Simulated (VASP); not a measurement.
# Si3N4 (Fd-3m) in VASP: notebook, part 3 of 3

VASP 6.6.1.

**6. Relaxation of cell and atoms, LDA**

The input, INCAR:

```
ALGO = Normal ; EDIFF = 1E-6
EDIFFG = -0.01 ; ENCUT = 600
IBRION = 2 ; ISIF = 3
ISMEAR = 0 ; KPAR = 4
LASPH = True ; LCHARG = False
LREAL = False ; LWAVE = False
NELM = 80 ; NSW = 90
PREC = Accurate ; SIGMA = 0.03
```

The input, KPOINTS:

```
k-points
0
Gamma
  6 6 6
```

The input, POSCAR:

```
Si3N4
1.0
    0.0000000000      3.8937180000      3.8937180000
    3.8937180000      0.0000000000      3.8937180000
    3.8937180000      3.8937180000      0.0000000000
Si N
6 8
Direct
    0.1250000000      0.1250000000      0.6250000000
    0.1250000000      0.6250000000      0.1250000000
    0.6250000000      0.1250000000      0.1250000000
    0.1250000000      0.1250000000      0.1250000000
    0.7500000000      0.7500000000      0.7500000000
    0.5000000000      0.5000000000      0.5000000000
    0.3675630000      0.3675630000      0.3675630000
    0.3526890000      0.8824370000      0.8824370000
    0.8824370000      0.8824370000      0.3526890000
    0.8824370000      0.3526890000      0.8824370000
    0.3675630000      0.3675630000      0.8973110000
    0.3675630000      0.8973110000      0.3675630000
    0.8824370000      0.8824370000      0.8824370000
    0.8973110000      0.3675630000      0.3675630000
```

Potentials or basis: VASP PAW LDA potentials, release 64 (Si, N).

Run with:

```
cat potpaw_LDA.64/Si/POTCAR potpaw_LDA.64/N/POTCAR > POTCAR
mpirun -np 4 vasp_std > vasp.out
```

OUTCAR:

```text
EDIFF = 1E-6
   EDIFFG = -0.01
   ENCUT = 600
   IBRION = 2
   ISIF = 3
   ISMEAR = 0
   LASPH = True
   LREAL = False
   NELM = 80
   NSW = 90
   PREC = Accurate

 ion  position               nearest neighbor table
   1  0.125  0.125  0.625-   7 1.89  13 1.89  10 1.89  12 1.89   8 1.89  14 1.89   4 2.75   2 2.75
                             3 2.75   4 2.75   2 2.75   3 2.75
   2  0.125  0.625  0.125-   7 1.89  13 1.89   9 1.89  11 1.89   8 1.89  14 1.89   4 2.75   1 2.75
                             1 2.75   3 2.75   4 2.75   3 2.75
   3  0.625  0.125  0.125-   7 1.89  13 1.89  10 1.89  11 1.89  12 1.89   9 1.89   4 2.75   1 2.75
                             2 2.75   1 2.75   2 2.75   4 2.75
   4  0.125  0.125  0.125-   9 1.89  11 1.89  10 1.89   8 1.89  12 1.89  14 1.89   1 2.75   2 2.75
                             3 2.75   1 2.75   2 2.75   3 2.75
   5  0.750  0.750  0.750-   8 1.79   9 1.79  10 1.79  13 1.79
   6  0.500  0.500  0.500-  11 1.79  12 1.79  14 1.79   7 1.79
   7  0.368  0.368  0.368-   6 1.79   2 1.89   3 1.89   1 1.89
   8  0.353  0.882  0.882-   5 1.79   4 1.89   1 1.89   2 1.89
   9  0.882  0.882  0.353-   5 1.79   4 1.89   2 1.89   3 1.89
  10  0.882  0.353  0.882-   5 1.79   4 1.89   1 1.89   3 1.89
  11  0.368  0.368  0.897-   6 1.79   4 1.89   2 1.89   3 1.89
[... 270 lines left out ...]
      5      -4.6814      2.00000
      6      -3.5660      2.00000
[... 868 lines left out ...]
--------------------------------------- Ionic step        6  -------------------------------------------

 number of electron      64.0000001 magnetization

 Free energy of the ion-electron system (eV)
  ---------------------------------------------------
  ext. energy  EPLUGINS =         0.00000000
  ---------------------------------------------------
  free energy    TOTEN  =      -125.57157135 eV

  energy without entropy =     -125.57157135  energy(sigma->0) =     -125.57157135

 E-fermi :   9.6166     XC(G=0): -12.6661

 val. band max:        9.4737357082   @ k =  -0.1667   0.1667   0.0000
 cond. band min:      12.8173373987   @ k =   0.0000   0.0000   0.0000
 fundamental gap:      3.3436016905
 Fermi energy:         9.6165886139

 k-point     1 :       0.0000    0.0000    0.0000
  band No.  band energies     occupation
      1      -9.5257      2.00000
      2      -6.0460      2.00000
      3      -5.0732      2.00000
      4      -5.0732      2.00000
      5      -5.0732      2.00000
      6      -4.0286      2.00000
[... 718 lines left out ...]
  FREE ENERGIE OF THE ION-ELECTRON SYSTEM (eV)
  ---------------------------------------------------
  free  energy   TOTEN  =      -125.5715713480 eV

  energy  without entropy=     -125.5715713480  energy(sigma->0) =     -125.57157135

 reached required accuracy - stopping structural energy minimisation
```

CONTCAR:

```text
Si3N4
   1.00000000000000
     0.0000000000000000    3.8473813085744837    3.8473813085744837
     3.8473813085744837   -0.0000000000000000    3.8473813085744837
     3.8473813085744837    3.8473813085744837    0.0000000000000000
  Si              N
     6     8
Direct
     0.1250000000000000    0.1250000000000000    0.6250000000000000
[... 17 lines left out ...]
  0.00000000E+00  0.00000000E+00  0.00000000E+00
  0.00000000E+00  0.00000000E+00  0.00000000E+00
  0.00000000E+00  0.00000000E+00  0.00000000E+00
  0.00000000E+00  0.00000000E+00  0.00000000E+00
  0.00000000E+00  0.00000000E+00  0.00000000E+00
  0.00000000E+00  0.00000000E+00  0.00000000E+00
  0.00000000E+00  0.00000000E+00  0.00000000E+00
  0.00000000E+00  0.00000000E+00  0.00000000E+00
  0.00000000E+00  0.00000000E+00  0.00000000E+00
  0.00000000E+00  0.00000000E+00  0.00000000E+00
  0.00000000E+00  0.00000000E+00  0.00000000E+00
```

Wall time 2.1 min (4 MPI ranks of Intel Xeon Platinum 8259CL at 2.50GHz (Skylake/Cascade Lake), shared host); peak memory 0.29 GiB.

What came out:

| Quantity | Value |
| --- | --- |
| Free energy | -125.5716 eV |
| Relaxed volume | 8.14 Å³/atom |
| Relaxed cell | a = 5.441 Å, b = 5.441 Å, c = 5.441 Å, α = 60.00°, β = 60.00°, γ = 60.00° |
| Space group after relaxing (to 0.05 Å) | Fd-3m (No. 227) |
| Energy gained by relaxing | 10.2 meV/atom |
| Ionic steps | 6 |
| Pressure after relaxing | 0.1 GPa |
| Largest force after relaxing | 0.005 eV/Å |
| Band gap on the k mesh | 3.34 eV, indirect (least direct gap 3.38 eV) |

Forces on the atoms (eV/Å):
```
Si   0.000  0.000  0.000
Si   0.000  0.000  0.000
Si   0.000  0.000  0.000
Si   0.000  0.000  0.000
Si   0.000  0.000  0.000
Si   0.000  0.000  0.000
N    0.003  0.003  0.003
N   -0.003  0.003  0.003
N    0.003  0.003 -0.003
N    0.003 -0.003  0.003
N   -0.003 -0.003  0.003
N   -0.003  0.003 -0.003
N   -0.003 -0.003 -0.003
N    0.003 -0.003 -0.003
```

Step by step:
```csv
step,energy change (eV),largest force (eV/Å),pressure (GPa),volume (Å³)
1,0.0000,0.1127,-10.70,118.07
2,0.1347,0.4792,16.99,108.70
3,-0.1409,0.1147,-0.23,114.05
4,-0.1409,0.1196,0.00,113.97
5,-0.1408,0.1206,0.19,113.83
6,-0.1421,0.0047,0.08,113.90
```

Final structure:
```
Si N
1.0
     0.00000    3.84738    3.84738
     3.84738    0.00000    3.84738
     3.84738    3.84738    0.00000
Si N
6 8
Direct
  0.12500 0.12500 0.62500
  0.12500 0.62500 0.12500
  0.62500 0.12500 0.12500
  0.12500 0.12500 0.12500
  0.75000 0.75000 0.75000
  0.50000 0.50000 0.50000
  0.36758 0.36758 0.36758
  0.35274 0.88242 0.88242
  0.88242 0.88242 0.35274
  0.88242 0.35274 0.88242
  0.36758 0.36758 0.89726
  0.36758 0.89726 0.36758
  0.88242 0.88242 0.88242
  0.89726 0.36758 0.36758
```

**7. The runs side by side**

```tsv
level	potentials or basis	gap on the mesh (eV)	pressure (GPa)	relaxed volume (Å³/atom)
PBE	VASP PAW PBE potentials, release 64 (Si, N)	3.34	0.0	8.43
PBE+D3(BJ)	VASP PAW PBE potentials, release 64 (Si, N)	3.42	0.0	8.26
LDA	VASP PAW LDA potentials, release 64 (Si, N)	3.34	0.1	8.14
```

Alike in all rows: task relaxation of cell and atoms; no spin polarisation; cell relaxed; k mesh 6 × 6 × 6; cutoff (eV) 600; smearing gaussian 0.03 eV.

Total energies depend on the potentials used, so only differences within one code and one set of settings carry meaning.
